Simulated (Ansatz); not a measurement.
# H2PbO3: one candidate of a structure search

The task: take a trial cell of H2PbO3 to zero force and stress.

Method: DFT PBE, scalar-relativistic, plane waves, PAW, in Ansatz 0.2.0.

2 further runs of the same task are left out: 1 that didn't finish, 1 set aside as unsound or not needed.

### Step 1. The system as given

It takes space group P6mm (No. 183, hexagonal). The conventional cell has a = 4.828 Å, b = 4.828 Å, c = 3.391 Å, α = 90.00°, β = 90.00°, γ = 120.00°. H (site symmetry 3m) has 6 O at 2.19 to 2.20 Å and 3 H at 2.79 Å and 3 Pb at 2.80 Å as nearest neighbours. Around Pb (site symmetry 6mm) lie 6 H at 2.80 Å and 12 O at 2.82 to 3.09 Å. Around O (site symmetry 2mm) lie 4 H at 2.19 to 2.20 Å and 4 O at 2.41 Å and 4 Pb at 2.82 to 3.09 Å.

Coordinates:

```
CELL_PARAMETERS angstrom
4.82831 0.00000 0.00000
-2.41415 4.18144 0.00000
0.00000 0.00000 3.39126
ATOMIC_POSITIONS crystal
H 0.66667 0.33333 0.96314
H 0.33333 0.66667 0.96314
Pb 0.00000 0.00000 0.88881
O 0.50000 0.50000 0.45952
O 0.50000 0.00000 0.45952
O 0.00000 0.50000 0.45952
```

Recipe of the guess: species swapped into a database cell of ErCo3Ge2 (P6mm, No. 183), with Pb on the Er sites, O on the Co sites and H on the Ge sites. The dimensions are guesses.

### Step 2. The guess as it stands, on a coarse mesh

File input.yaml:

```yaml
crystal:
  lattice:
    - [4.82830934, 0.0, 0.0]
    - [-2.41415467, 4.18143855, 0.0]
    - [0.0, 0.0, 3.39125747]
  atoms:
    - { symbol: H, position: [0.66666667, 0.33333333, 0.96313798] }
    - { symbol: H, position: [0.33333333, 0.66666667, 0.96313798] }
    - { symbol: Pb, position: [0.0, 0.0, 0.88881302] }
    - { symbol: O, position: [0.5, 0.5, 0.45951599] }
    - { symbol: O, position: [0.5, 0.0, 0.45951599] }
    - { symbol: O, position: [0.0, 0.5, 0.45951599] }
basis:
  ecutwfc: 420
kpoints:
  mp_grid: { grid: [6, 6, 6] }
hamiltonian:
  xc: pbe
scf:
  occupations: { method: gaussian, width: 0.1 }
  lower_state_search: "off"
output:
  forces: true
  stress: true
  eigenvalues: true
```

Launch:

```
> ansatz run input.yaml --threads 1 --pin off --max-ram 2048MiB --backend cpu --events-out ev --progress --plain --runs-dir out
```

The log of the run (excerpt; [...] marks lines left out):

```text
Warning: RAYON_NUM_THREADS=1 ignored (pool sized by the plan → 1); use --threads N
[...]
Pseudopotentials: kind: paw
Pseudopotential: H, paw, valence charge 1, recommended cutoff 420 eV (normal), H.paw.azcp
Pseudopotential: Pb, paw, valence charge 14, recommended cutoff 420 eV (normal), Pb.paw.azcp
Pseudopotential: O, paw, valence charge 6, recommended cutoff 420 eV (normal), O.paw.azcp
Functional definition: PBE
[...]
Crystal: 6 atoms, lattice volume = 68.467 Å³
Basis set: ecut = 420 eV, 1283 PW (Γ), exchange–correlation on 72×72×48 points (8 copies of the dense FFT grid, shifted against one another)
Bands: 23, of which v1, the nominal top of the filled ones, is band 17 counted from 1 (16 counted from 0)
Symmetry: 12 space group operations
Space group: P6mm (ITA 183), of the structure as read, at distance tolerance 4.1e-5 Å
k-points: 28 of 216 (time reversal used)
[...]
SCF iter   1: F=—  HF=-13627.425531 eV  |F-HF|=—  |Δ(HF+E_count)|=         —  Δρ=1.21e-2  dr2=5.18e-2  ethr=1.77e-3  ⟨swp⟩=6.5  Hψ=3081  notcnv=0
[...]
SCF iter   7: F=-13627.414109 eV  HF=-13627.414109 eV  |F-HF|=2.14e-9  |Δ(HF+E_count)|=   3.21e-9  Δρ=5.57e-6  dr2=1.59e-8  ethr=2.94e-10  ⟨swp⟩=8.7  Hψ=3026  notcnv=0
[...]
SCF converged after 7 iterations
Free energy (F): -13627.414109 eV
[...]
E sigma→0 (E₀):  -13627.407072 eV
Entropy (-TS):   -0.014074 eV (-2.346 meV/atom)
Fermi energy:    5.734056 eV
[...]
--- Forces (eV/Å), atoms counted from 1 ---
  atom   1  H     -0.00000000    -0.00000000     0.13153631
  atom   2  H      0.00000000     0.00000000     0.13153631
  atom   3  Pb     0.00000000     0.00000000    -0.40477128
  atom   4  O      0.00000000    -0.00000000     0.04722985
  atom   5  O      0.00000000     0.00000000     0.04722985
  atom   6  O     -0.00000000    -0.00000000     0.04722985
[...]
--- Stress (GPa, compression-positive) ---
       -8.750780      -0.000000       0.000000
       -0.000000      -8.750780       0.000000
        0.000000       0.000000     -23.524424
  P = ⅓ Tr σ = -13.6753 GPa (-136.753 kbar)
--- Band table (eV; the first three rows and the last of 28) ---
  k-point 0: bands = ["-12.2403", "-10.8581", "-10.8481", "-10.8481", "-10.5516", "-10.5516", "-9.9619", "-9.9619", "-1.6296", "0.2394", "1.7904", "1.7904", "3.1545", "4.6952", "4.6952", "5.0002", "5.7722", "6.2476", "6.2476", "7.5978", "10.9177", "10.9177", "13.7446"]
[...]
```

It took 4.3 s on 1 thread of Arm Neoverse V1, shared host; peak memory 0.34 GiB.

Read-out: pressure -13.7 GPa, largest force 0.40 eV/Å, gap on this mesh none (metal). A cheap, loose relaxation comes first.

### Step 3. Coarse relaxation

Edit input.yaml of step 2 so:

```diff
@@ -25 +25,6 @@
   eigenvalues: true
+relax:
+  adjacent_minimum: "off"
+  f_tol: 0.04
+  max_steps: 70
+  cell: { stress_tol: 0.4 }
```

Launch:

```
> ansatz run input.yaml --threads 1 --pin off --max-ram 2048MiB --backend cpu --events-out ev --progress --plain --runs-dir out
```

The log of the run:

```text
Warning: RAYON_NUM_THREADS=1 ignored (pool sized by the plan → 1); use --threads N
Engine: ansatz 0.2.0, aarch64-unknown-linux-gnu
[... 5 set-up lines as earlier in the session ...]
  parameter kappa = 0.804
  parameter beta = 0.06672455060314922
  exchange = pbe_x(kappa = kappa, mu = beta*pi^2/3)
  correlation = pbe_c(beta = beta)
Crystal: 6 atoms, lattice volume = 68.467 Å³
Basis set: ecut = 420 eV, 1283 PW (Γ), exchange–correlation on 72×72×48 points (8 copies of the dense FFT grid, shifted against one another)
Bands: 23, of which v1, the nominal top of the filled ones, is band 17 counted from 1 (16 counted from 0)
[... 2 set-up lines as earlier in the session ...]
k-points: 28 of 216 (time reversal used)
Non-local potential: H, projectors of the file, l = 0: 2, l = 1: 1
Non-local potential: Pb, projectors of the file, l = 0: 2, l = 1: 2, l = 2: 2, l = 3: 2
Non-local potential: O, projectors of the file, l = 0: 2, l = 1: 2, l = 2: 1
PAW form: soft (Blöchl's): semilocal exchange-correlation on the pseudo side does not see the compensation charge
PAW one-centre angular grid: H, 110 points (default); XC on 64 Gauss nodes
PAW one-centre angular grid: Pb, 590 points (default); XC on 64 Gauss nodes
PAW one-centre angular grid: O, 110 points (default); XC on 64 Gauss nodes
Initial density: superposition of atomic densities (neutral atoms: chi_scale 0, normalization atom), corrected by the library's trained network
Initial wavefunctions: pseudopotential atomic-orbital guess
Functional: x = pbe(κ = 0.804, μ = 0.2195149727645171), c = pbe(β = 0.06672455060314922)
SCF iter   1: F=—  HF=-13627.425531 eV  |F-HF|=—  |Δ(HF+E_count)|=         —  Δρ=1.21e-2  dr2=5.18e-2  ethr=1.77e-3  ⟨swp⟩=6.5  Hψ=3081  notcnv=0
preconditioner: auto → Kerker (q_TF=auto, 2.428 Å⁻¹)  [metal: Δε(μ)=0.024 eV  Ē_g=12.157 eV  σ=0.100 eV  W_gap=0.14  n_scr=20 (ndim 8)  ℏωp=26.2 eV  f_vac=0.000  D(μ)=2.54/eV (n_scr^D=20)]
SCF iter   2: F=—  HF=-13627.417669 eV  |F-HF|=—  |Δ(HF+E_count)|=   7.86e-3  Δρ=5.43e-3  dr2=1.65e-2  ethr=1.52e-4  ⟨swp⟩=1.0  Hψ=868  notcnv=0
SCF iter   3: F=—  HF=-13627.414522 eV  |F-HF|=—  |Δ(HF+E_count)|=   3.15e-3  Δρ=9.58e-4  dr2=1.22e-3  ethr=4.84e-5  ⟨swp⟩=1.0  Hψ=618  notcnv=0
SCF iter   4: F=—  HF=-13627.414186 eV  |F-HF|=—  |Δ(HF+E_count)|=   3.36e-4  Δρ=3.13e-4  dr2=7.18e-5  ethr=3.60e-6  ⟨swp⟩=2.2  Hψ=836  notcnv=0  defer=1
SCF iter   5: F=—  HF=-13627.414113 eV  |F-HF|=—  |Δ(HF+E_count)|=   7.26e-5  Δρ=1.32e-4  dr2=2.05e-5  ethr=2.11e-7  ⟨swp⟩=2.0  Hψ=1034  notcnv=0  defer=2
SCF iter   6: F=—  HF=-13627.414109 eV  |F-HF|=—  |Δ(HF+E_count)|=   3.83e-6  Δρ=3.63e-5  dr2=4.48e-7  ethr=6.04e-8  ⟨swp⟩=2.1  Hψ=819  notcnv=0  defer=2
SCF iter   7: F=-13627.414109 eV  HF=-13627.414109 eV  |F-HF|=2.14e-9  |Δ(HF+E_count)|=   3.21e-9  Δρ=5.57e-6  dr2=1.59e-8  ethr=2.94e-10  ⟨swp⟩=8.7  Hψ=3026  notcnv=0
SCF 1 converged in 7 iterations: F = -13627.414109 eV  dr2 = 1.59e-8
relax step   1: F+E_penalty+E_count = -13627.41410944 eV  Δ(F+E_penalty+E_count) = +0.000e0 eV  max|allowed force component| = 4.048e-1 eV/Å  Δτ_max = 0.0000 Å  P = -13.675 GPa  Ω = 68.467 Å³  (7 SCF iters, dr2 threshold 1.00e-7 eV, accepted)
Crystal: 6 atoms, lattice volume = 63.069 Å³
Basis set: ecut = 420 eV, 1241 PW (Γ), exchange–correlation on 72×72×48 points (8 copies of the dense FFT grid, shifted against one another)
Initial density: handed on by an earlier stage of this run
Initial wavefunctions: those handed on with the density
iter 1 solved again at ethr=1.98e-4 eV; its pass at ethr=3.10e-3 eV (dr2=6.74e-2 eV) is discarded
SCF iter   1: F=—  HF=-13628.017442 eV  |F-HF|=—  |Δ(HF+E_count)|=         —  Δρ=9.35e-3  dr2=6.75e-2  ethr=1.98e-4  ⟨swp⟩=1.0  Hψ=3751  notcnv=0
preconditioner: auto → none  [metal: Δε(μ)=0.016 eV  Ē_g=12.594 eV  σ=0.100 eV  W_gap=0.09  n_scr=8 (ndim 8)  ℏωp=27.3 eV  f_vac=0.000  D(μ)=2.28/eV (n_scr^D=20)]
SCF iter   2: F=—  HF=-13627.999925 eV  |F-HF|=—  |Δ(HF+E_count)|=   1.75e-2  Δρ=3.50e-3  dr2=7.37e-3  ethr=1.98e-4  ⟨swp⟩=2.1  Hψ=765  notcnv=0
SCF iter   3: F=—  HF=-13627.998996 eV  |F-HF|=—  |Δ(HF+E_count)|=   9.30e-4  Δρ=9.37e-4  dr2=3.95e-4  ethr=2.17e-5  ⟨swp⟩=1.1  Hψ=654  notcnv=0
SCF iter   4: F=—  HF=-13627.999113 eV  |F-HF|=—  |Δ(HF+E_count)|=   1.17e-4  Δρ=2.72e-4  dr2=3.50e-5  ethr=1.16e-6  ⟨swp⟩=2.0  Hψ=966  notcnv=0
SCF iter   5: F=—  HF=-13627.999124 eV  |F-HF|=—  |Δ(HF+E_count)|=   1.13e-5  Δρ=6.72e-5  dr2=2.03e-6  ethr=1.03e-7  ⟨swp⟩=2.5  Hψ=1008  notcnv=0
SCF iter   6: F=-13627.999125 eV  HF=-13627.999125 eV  |F-HF|=3.57e-8  |Δ(HF+E_count)|=   8.93e-7  Δρ=1.63e-5  dr2=1.33e-7  ethr=1.76e-9  ⟨swp⟩=6.0  Hψ=2820  notcnv=0
SCF 2 converged in 6 iterations: F = -13627.999125 eV  dr2 = 1.33e-7
relax step   2: F+E_penalty+E_count = -13627.99912500 eV  Δ(F+E_penalty+E_count) = -5.850e-1 eV  max|allowed force component| = 3.439e-1 eV/Å  Δτ_max = 0.0294 Å  P = -9.738 GPa  Ω = 63.069 Å³  energy of the carried Pulay correction = +2.080e-2 eV  (6 SCF iters, dr2 threshold 6.00e-7 eV, accepted)
Crystal: 6 atoms, lattice volume = 59.250 Å³
Basis set: ecut = 420 eV, 1145 PW (Γ), exchange–correlation on 72×72×48 points (8 copies of the dense FFT grid, shifted against one another)
iter 1 solved again at ethr=1.48e-4 eV; its pass at ethr=3.10e-3 eV (dr2=5.02e-2 eV) is discarded
SCF iter   1: F=—  HF=-13628.438445 eV  |F-HF|=—  |Δ(HF+E_count)|=         —  Δρ=8.52e-3  dr2=5.08e-2  ethr=1.48e-4  ⟨swp⟩=1.1  Hψ=3731  notcnv=0
preconditioner: auto → none  [metal: Δε(μ)=0.104 eV  Ē_g=12.969 eV  σ=0.100 eV  W_gap=0.44  n_scr=8 (ndim 8)  ℏωp=28.1 eV  f_vac=0.000  D(μ)=2.07/eV (n_scr^D=8)]
SCF iter   2: F=—  HF=-13628.424702 eV  |F-HF|=—  |Δ(HF+E_count)|=   1.37e-2  Δρ=3.55e-3  dr2=7.26e-3  ethr=1.48e-4  ⟨swp⟩=1.3  Hψ=680  notcnv=0
SCF iter   3: F=—  HF=-13628.423440 eV  |F-HF|=—  |Δ(HF+E_count)|=   1.26e-3  Δρ=8.48e-4  dr2=3.22e-4  ethr=2.14e-5  ⟨swp⟩=1.1  Hψ=654  notcnv=0
SCF iter   4: F=—  HF=-13628.423518 eV  |F-HF|=—  |Δ(HF+E_count)|=   7.80e-5  Δρ=2.40e-4  dr2=2.25e-5  ethr=9.46e-7  ⟨swp⟩=2.2  Hψ=1024  notcnv=0
SCF iter   5: F=—  HF=-13628.423526 eV  |F-HF|=—  |Δ(HF+E_count)|=   8.15e-6  Δρ=5.39e-5  dr2=1.03e-6  ethr=6.62e-8  ⟨swp⟩=2.1  Hψ=959  notcnv=0
SCF iter   6: F=-13628.423527 eV  HF=-13628.423527 eV  |F-HF|=4.96e-8  |Δ(HF+E_count)|=   6.80e-7  Δρ=1.19e-5  dr2=3.41e-8  ethr=1.76e-9  ⟨swp⟩=5.9  Hψ=2779  notcnv=0
SCF 3 converged in 6 iterations: F = -13628.423527 eV  dr2 = 3.41e-8
relax step   3: F+E_penalty+E_count = -13628.42352699 eV  Δ(F+E_penalty+E_count) = -4.244e-1 eV  max|allowed force component| = 4.239e-1 eV/Å  Δτ_max = 0.0307 Å  P = -6.050 GPa  Ω = 59.250 Å³  energy of the carried Pulay correction = +3.657e-2 eV  (6 SCF iters, dr2 threshold 6.00e-7 eV, accepted)
[... from here on, the SCF cycles and remarks between the steps are left out ...]
relax step   4: F+E_penalty+E_count = -13628.82397945 eV  Δ(F+E_penalty+E_count) = -4.005e-1 eV  max|allowed force component| = 1.251e0 eV/Å  Δτ_max = 0.0802 Å  P = -1.572 GPa  Ω = 55.915 Å³  energy of the carried Pulay correction = +5.115e-2 eV  (6 SCF iters, dr2 threshold 6.00e-7 eV, accepted)
relax step   5: F+E_penalty+E_count = -13629.76410449 eV  Δ(F+E_penalty+E_count) = -9.401e-1 eV  max|allowed force component| = 2.441e0 eV/Å  Δτ_max = 0.1966 Å  P = +3.775 GPa  Ω = 53.396 Å³  energy of the carried Pulay correction = +6.269e-2 eV  (6 SCF iters, dr2 threshold 6.00e-7 eV, accepted)
relax step   6: F+E_penalty+E_count = -13630.89066064 eV  Δ(F+E_penalty+E_count) = -1.127e0 eV  max|allowed force component| = 2.360e0 eV/Å  Δτ_max = 0.2000 Å  P = +9.428 GPa  Ω = 51.878 Å³  energy of the carried Pulay correction = +6.987e-2 eV  (6 SCF iters, dr2 threshold 6.00e-7 eV, accepted)
relax step   7: F+E_penalty+E_count = -13632.17216998 eV  Δ(F+E_penalty+E_count) = -1.282e0 eV  max|allowed force component| = 1.597e0 eV/Å  Δτ_max = 0.1924 Å  P = +9.080 GPa  Ω = 53.374 Å³  energy of the carried Pulay correction = +6.279e-2 eV  (6 SCF iters, dr2 threshold 6.00e-7 eV, accepted)
relax step   8: F+E_penalty+E_count = -13633.03015462 eV  Δ(F+E_penalty+E_count) = -8.580e-1 eV  max|allowed force component| = 5.955e-1 eV/Å  Δτ_max = 0.1742 Å  P = +7.922 GPa  Ω = 55.862 Å³  energy of the carried Pulay correction = +5.138e-2 eV  (6 SCF iters, dr2 threshold 6.00e-7 eV, accepted)
relax step   9: F+E_penalty+E_count = -13633.36134769 eV  Δ(F+E_penalty+E_count) = -3.312e-1 eV  max|allowed force component| = 3.164e-1 eV/Å  Δτ_max = 0.0682 Å  P = +4.823 GPa  Ω = 58.850 Å³  energy of the carried Pulay correction = +3.828e-2 eV  (6 SCF iters, dr2 threshold 6.00e-7 eV, accepted)
relax step  10: F+E_penalty+E_count = -13633.52603755 eV  Δ(F+E_penalty+E_count) = -1.647e-1 eV  max|allowed force component| = 9.987e-2 eV/Å  Δτ_max = 0.0652 Å  P = +1.730 GPa  Ω = 62.074 Å³  energy of the carried Pulay correction = +2.482e-2 eV  (6 SCF iters, dr2 threshold 6.00e-7 eV, accepted)
relax step  11: F+E_penalty+E_count = -13633.55887277 eV  Δ(F+E_penalty+E_count) = -3.284e-2 eV  max|allowed force component| = 3.961e-2 eV/Å  Δτ_max = 0.0682 Å  P = +0.530 GPa  Ω = 64.421 Å³  energy of the carried Pulay correction = +1.543e-2 eV  (6 SCF iters, dr2 threshold 6.00e-7 eV, accepted)
relax step  12: F+E_penalty+E_count = -13633.56031322 eV  Δ(F+E_penalty+E_count) = -1.440e-3 eV  max|allowed force component| = 1.894e-2 eV/Å  Δτ_max = 0.0501 Å  P = -0.020 GPa  Ω = 65.639 Å³  energy of the carried Pulay correction = +1.069e-2 eV  (5 SCF iters, dr2 threshold 6.00e-7 eV, accepted)
relax step  13: F+E_penalty+E_count = -13633.56843989 eV  Δ(F+E_penalty+E_count) = -8.127e-3 eV  max|allowed force component| = 2.105e-2 eV/Å  Δτ_max = 0.0000 Å  P = +0.051 GPa  Ω = 65.639 Å³  stress off target by 9.84e-1 GPa  SCF on the basis re-selected at this cell (its energy is not comparable with the rows above)  (6 SCF iters)
relax step  14: F+E_penalty+E_count = -13633.56902359 eV  Δ(F+E_penalty+E_count) = -5.837e-4 eV  max|allowed force component| = 2.797e-2 eV/Å  Δτ_max = 0.0246 Å  P = +0.175 GPa  Ω = 66.466 Å³  energy of the carried Pulay correction = -4.037e-3 eV  (5 SCF iters, dr2 threshold 6.00e-7 eV, accepted)
Basis set: ecut = 420 eV, 1315 PW (Γ), exchange–correlation on 64×64×50 points (8 copies of the dense FFT grid, shifted against one another)
iter 1 solved again at ethr=5.11e-8 eV; its pass at ethr=3.10e-3 eV (dr2=1.74e-5 eV) is discarded
SCF iter   1: F=—  HF=-13633.573748 eV  |F-HF|=—  |Δ(HF+E_count)|=         —  Δρ=2.38e-4  dr2=4.69e-6  ethr=5.11e-8  ⟨swp⟩=3.7  Hψ=4874  notcnv=0
preconditioner: auto → LDOS  [metal: Δε(μ)=0.016 eV  Ē_g=15.238 eV  σ=0.100 eV  W_gap=0.09  n_scr=20 (ndim 8)  ℏωp=26.6 eV  f_vac=0.053  D(μ)=6.92/eV (n_scr^D=82)  β→1.0]
SCF iter   2: F=—  HF=-13633.573991 eV  |F-HF|=—  |Δ(HF+E_count)|=   2.43e-4  Δρ=3.26e-5  dr2=2.68e-7  ethr=1.38e-8  ⟨swp⟩=2.0  Hψ=1120  notcnv=0
SCF iter   3: F=—  HF=-13633.573992 eV  |F-HF|=—  |Δ(HF+E_count)|=   4.18e-7  Δρ=9.90e-6  dr2=5.66e-8  ethr=7.88e-10  ⟨swp⟩=2.0  Hψ=1107  notcnv=0
SCF iter   4: F=-13633.573992 eV  HF=-13633.573992 eV  |F-HF|=2.14e-9  |Δ(HF+E_count)|=   1.29e-8  Δρ=2.47e-6  dr2=2.79e-9  ethr=1.13e-11  ⟨swp⟩=5.0  Hψ=3286  notcnv=0
SCF 15 converged in 4 iterations: F = -13633.573992 eV  dr2 = 2.79e-9
relax step  15: F+E_penalty+E_count = -13633.57399170 eV  Δ(F+E_penalty+E_count) = -4.968e-3 eV  max|allowed force component| = 2.838e-2 eV/Å  Δτ_max = 0.0000 Å  P = +0.287 GPa  Ω = 66.466 Å³  stress off target by 3.29e-1 GPa  SCF on the basis re-selected at this cell (its energy is not comparable with the rows above)  (4 SCF iters)
basis re-selected at this cell: Δ(F+E_penalty+E_count) = -4.968e-3 eV, ΔP = +0.112 GPa vs the last step (what re-selecting the basis moved, of the pressure what is left beyond the Pulay correction that the steps carried, after the strain that the cell walked since its last selection, with what the two solves' SCF thresholds leave and, on support functions, any second-order correction that the steps lacked; it is no measure of the basis error at this ecutwfc). The dense FFT grid was sized anew with the basis: this SCF ran on 32×32×25 points, the steps before it on 32×32×24, so part of this shift can come from that change (see relax.cell in the input reference). This SCF's stress stands 3.29e-1 GPa from its target on what of the cell is left free (relax.cell.stress_tol is 4.00e-1 GPa) and its largest allowed force component is 2.84e-2 eV/Å (relax.f_tol is 4.00e-2 eV/Å): within both
SCF converged after 4 iterations
Free energy (F): -13633.573992 eV
Harris-Foulkes:  -13633.573992 eV  (|F-HF|=2.14e-9)
Internal energy: -13633.539410 eV  (E = F + TS)
E sigma→0 (E₀):  -13633.556701 eV
Entropy (-TS):   -0.034582 eV (-5.764 meV/atom)
Fermi energy:    5.676943 eV
--- Per-component energies (eV) ---
  E_band       = -127.583450
  E_kinetic    = 827.873961
  E_local      = -2189.795705  (includes V_loc(G=0)·N_el)
  E_nonlocal   = 497.967431
  E_hartree    = 802.378799
  E_xc         = -457.506105
  E_vxc        = -434.408109  (∫ρ·V_xc dr)
  E_paw        = -10874.694353  (= ΣΔE_a)
  E_vpaw       = -433.982722  (= ΣTr[D̂ρ^β])
  E_aug_tail   = 0.005260  (compensation charges beyond the density's cutoff)
  E_ewald      = -2239.768697
  E_smearing   = -0.034582  (= −TS)
  E_closure    = -0.000000  (closes the sum)
  Σ components = -13633.573992   (vs F -13633.573992, Δ=0.00e0)
--- Forces (eV/Å), atoms counted from 1 ---
  atom   1  H      0.00000000    -0.00000000     0.00157364
  atom   2  H     -0.00000000     0.00000000     0.00157364
  atom   3  Pb     0.00000000    -0.00000000    -0.02837335
  atom   4  O     -0.00000000    -0.00000000     0.00841679
  atom   5  O      0.00000000     0.00000000     0.00841679
  atom   6  O     -0.00000000    -0.00000000     0.00841679
  max |Σ_I F_I| component: 2.43e-5 eV/Å
--- Stress (GPa, compression-positive) ---
        0.266298       0.000000       0.000000
        0.000000       0.266298       0.000000
        0.000000       0.000000       0.329401
  P = ⅓ Tr σ = 0.2873 GPa (2.873 kbar)
--- Band table (eV; the first three rows and the last of 28) ---
  k-point 0: bands = ["-13.8266", "-10.7587", "-10.7587", "-10.3141", "-10.1544", "-10.1544", "-9.6702", "-9.6702", "-3.8625", "-0.8797", "1.2874", "1.2874", "2.9122", "5.0062", "5.0062", "6.0343", "6.0343", "6.1115", "11.0065", "12.0878", "12.0878", "13.5752", "16.0934"]
  k-point 1: bands = ["-13.7992", "-10.7289", "-10.7289", "-10.2690", "-10.1719", "-10.1719", "-9.6939", "-9.6939", "-3.8444", "-1.0111", "1.3951", "1.3951", "3.1007", "4.9009", "4.9009", "6.0482", "6.0482", "6.1177", "10.2303", "11.7363", "11.7363", "13.0875", "15.7983"]
  k-point 2: bands = ["-13.7435", "-10.6642", "-10.6642", "-10.2065", "-10.2065", "-10.1779", "-9.7464", "-9.7464", "-3.8082", "-1.2693", "1.6205", "1.6205", "3.6906", "4.6985", "4.6985", "6.0798", "6.0798", "6.1309", "8.1391", "11.0661", "11.0661", "13.2692", "15.6966"]
  k-point 27: bands = ["-12.4930", "-12.4930", "-10.4714", "-10.1294", "-10.1294", "-10.1017", "-10.0097", "-10.0097", "-0.7709", "0.0203", "0.0203", "2.2430", "2.6274", "2.6274", "4.4514", "4.4514", "4.9996", "5.1685", "9.4689", "11.4559", "11.4559", "16.7330", "16.7330"]
--- Relaxed structure (13 steps of the walk, 13 accepted, 2 SCFs on fresh bases) ---
  F+E_penalty+E_count = -13633.57399170 eV   max|allowed force component| = 2.838e-2 eV/Å   (the final SCF, on the basis selected at the relaxed cell)
  cell:  # Å, volume = 66.4660 Å³
    - [4.585720226008957, 2.2730468280083125e-33, 3.9399478352144075e-33]
    - [-2.2928601130044783, 3.971350210371874, -3.0198492760321828e-33]
    - [-5.3217296079070824e-34, 1.0643459215814165e-33, 3.649673955138121]
  atoms:
    - { symbol: H, position: [0.6666666666666667, 0.33333333333333337, 1.2727875773851476] }
    - { symbol: H, position: [0.33333333333333337, 0.6666666666666667, 1.2727875773851476] }
    - { symbol: Pb, position: [-3.141688924411347e-34, -2.1782081910395567e-34, 0.6795204383799104] }
    - { symbol: O, position: [0.5, 0.5, 0.3228471189499316] }
    - { symbol: O, position: [0.5, -9.499674489555775e-35, 0.3228471189499316] }
    - { symbol: O, position: [-5.796074912798222e-36, 0.5, 0.3228471189499316] }
```

It took 81 s on 1 thread of Arm Neoverse V1, shared host; peak memory 0.36 GiB.

Relaxation path:

```csv
step,energy from step 1 (eV/cell),largest force component (eV/Å),pressure (GPa),volume (Å³)
1,0.0000,0.4048,-13.68,68.47
2,-0.5850,0.3439,-9.74,63.07
3,-1.0094,0.4239,-6.05,59.25
4,-1.4099,1.2509,-1.57,55.91
5,-2.3500,2.4415,3.77,53.40
6,-3.4766,2.3598,9.43,51.88
7,-4.7581,1.5965,9.08,53.37
8,-5.6160,0.5955,7.92,55.86
9,-5.9472,0.3164,4.82,58.85
10,-6.1119,0.0999,1.73,62.07
11,-6.1448,0.0396,0.53,64.42
12,-6.1462,0.0189,-0.02,65.64
13,-6.1543,0.0210,0.05,65.64
14,-6.1549,0.0280,0.17,66.47
15,-6.1599,0.0284,0.29,66.47
```

Step 1 is the start. Steps 13, 15 each repeat the geometry before them on a plane-wave basis chosen anew, so the energy can jump there without any move.

|  | before | after | change |
| --- | --- | --- | --- |
| a (Å) | 4.828 | 4.586 | -5.0 % |
| b (Å) | 4.828 | 4.586 | -5.0 % |
| c (Å) | 3.391 | 3.650 | +7.6 % |
| volume (Å³/atom) | 11.41 | 11.08 | -2.9 % |
| shortest distance (Å) | 2.185 | 1.336 | -38.9 % |
| space group (0.01 Å) | P6mm | P6mm | same |

The run keeps the 12 symmetry operations of the start, so it could not have lowered the symmetry.

(Part 1 of 2 ends here.)
